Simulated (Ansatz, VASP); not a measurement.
## One calculation of Tl, two programs

```xyz
1
Lattice="0.0000 2.2814 2.4663 2.4663 0.0000 2.4663 2.4663 2.2814 0.0000" Properties=species:S:1:pos:R:3 pbc="T T T"
Tl    0.0000    0.0000    0.0000
```

Change from the starting cell: strain -0.0750 x Voigt [0, 1, 0, 0, 0, 0], atoms carried along.

Alike in both runs: task single point; functional PBEsol; k mesh 16 × 16 × 16; occupations gaussian, width 0.15 eV; no spin polarisation.

```csv
,VASP,Ansatz
version,VASP 6.6.1,Ansatz 0.2.0
potentials or method,"VASP PAW PBE potentials, release 64 (Tl_d)","scalar-relativistic, plane waves, PAW"
plane-wave cutoff (eV),520,420
valence electrons in the cell,13,13
```

VASP gave:

```
gap on the k mesh at the Fermi level (eV)       : none
pressure (GPa)                                  : 0.8
largest component of the traceless stress (GPa) : 0.11
```

**Question.** What did Ansatz give for the same quantities?

**Answer.** gap on the k mesh at the Fermi level (eV): none; pressure (GPa): 0.9; largest component of the traceless stress (GPa): 0.11.

A gap of «none» marks a metal or a gap that the smearing closes.

Caveats: the PAW data sets were made with another functional, which shifts forces and pressure a little (VASP). Spin-orbit coupling is left out, which matters for the levels of Tl.
